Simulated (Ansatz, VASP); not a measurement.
**BN in VASP and in Ansatz**

```
B N
1.0
     0.00000    1.79027    1.79027
     1.79027    0.00000    1.79027
     1.79027    1.79027    0.00000
B N
1 1
Cartesian
  0.0000 0.0000 0.0000
  2.6854 2.6854 2.6854
```

Alike in both runs: functional LDA; k mesh 12 × 12 × 12; no spin polarisation.

Ansatz relaxed the structure, and its values are those at the end. VASP's run is a single point on that final structure, the one shown.

|  | VASP | Ansatz |
| --- | --- | --- |
| version | VASP 6.6.1 | Ansatz 0.2.0 |
| potentials or method | VASP PAW LDA potentials, release 64 (B, N) | scalar-relativistic, plane waves, PAW |
| plane-wave cutoff (eV) | 520 | 420 |
| occupations | gaussian, width 0.01 eV | fixed |
| valence electrons in the cell | 8 | 8 |

|  | VASP | Ansatz | Ansatz less VASP |
| --- | --- | --- | --- |
| gap on the k mesh at the Fermi level (eV) | 4.38 | 4.39 | +0.014 |
| least direct gap on the mesh (eV) | 8.82 | 8.83 | +0.011 |
| pressure (GPa) | 1.0 | 0.0 | -1.03 |

A k mesh can miss the band edges.
